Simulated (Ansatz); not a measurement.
Consider NaF in the rock salt structure (space group Fm-3m, No. 225; a = 4.702 Å).

All numbers come from PBE (Ansatz, a first-principles code), without spin-orbit coupling.

Now apply this change: I takes the place of F on all its sites, then cell and atoms are relaxed.

Measured lattice parameter a: NaF 4.582 Å (static lattice; corrected from measurement; as listed in Daniel Mejia-Rodriguez, S. B. Trickey, Phys. Rev. B (2018)); NaI 6.409 Å (0 K or low temperature; as listed in Klaus Doll, Hermann Stoll, Phys. Rev. B (1998)).

### Question
How well does PBE reproduce the measured shift?

### Answer
With PBE the lattice parameter a moves by +1.827 Å (4.702 → 6.528) against +1.827 Å measured. The two measured values stand on different bases (one corrected, one not), which blurs small differences.

No phonon test of stability was made.
